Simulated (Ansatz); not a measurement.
GaN (wurtzite), relaxed with r2SCAN in the plane-wave code Ansatz: the symmetry is P6_3mc (No. 186, hexagonal); conventional cell a = 3.183 Å, c = 5.184 Å, 11.37 Å³ an atom. Around Ga lie 4 N at 1.95 Å; around N lie 4 Ga at 1.95 Å. It was then strained (isotropic on every length), atoms relaxed again within the symmetry left. Unstrained, HSE06 gives 3.199 eV (Γ, 6×6×4 mesh), and the band edges keep their places in every row. Stress is positive in compression. (Simulation; spin polarisation is off.)

Axes as in this cell:
```
CELL_PARAMETERS angstrom
3.18315 0.00000 0.00000
-1.59157 2.75669 0.00000
0.00000 0.00000 5.18363
ATOMIC_POSITIONS crystal
Ga 0.33333 0.66667 0.99911
Ga 0.66667 0.33333 0.49911
N 0.33333 0.66667 0.37589
N 0.66667 0.33333 0.87589
```

```
strain (%)  ln(V/V₀)  ΔE_g, HSE06 (eV)  Δpressure, r2SCAN (GPa)
      -4.0   -0.1225            +0.927                   +31.32
      -2.0   -0.0606            +0.461                   +13.59
      -0.5   -0.0150            +0.115                    +3.06
      +2.0   +0.0594            -0.453                   -10.28
      +2.5   +0.0741            -0.564                   -12.41
      +4.0   +0.1177            -0.896                   -17.91
```

**Question.** Fit ΔE_g = a x + b x² to these rows by least squares, with x = ln(V/V₀).

**Answer.** The normal equations take Σx² = 4.178e-02, Σx³ = 1.828e-04, Σx⁴ = 4.732e-04, ΣxΔE = -3.174e-01 and Σx²ΔE = -1.478e-03, and give a = -7.60 eV, b = -0.2 eV; the largest residual is 0.001 eV. a is the volume deformation potential of this gap.

**Question.** Fit the change of pressure in the same way.

**Answer.** Δpressure = -201.6 x + (433) x² GPa. So B₀ = 201.6 GPa and B′ ≈ 2 × 433/201.6 = 4.3; two terms over so wide a range bias B₀ by a few per cent and B′ by more; the gap's pressure coefficient at zero is −a/B₀ = +38 meV/GPa, with HSE06's a and r2SCAN's B₀. With the axis ratios held, these aren't quite the hydrostatic values.

**Question.** Predict the withheld row at -3.0 % (x = -0.0914).

**Answer.** ΔE_g ≈ -7.60 × (-0.0914) + (-0.2) × (-0.0914)² = +0.693 eV, and Δpressure ≈ +22.04 GPa. The runs give +0.693 eV and +21.88 GPa, off by 0.000 eV and -0.16 GPa.

The meshes of the hybrids are coarse, so their gaps aren't converged to the digits shown.
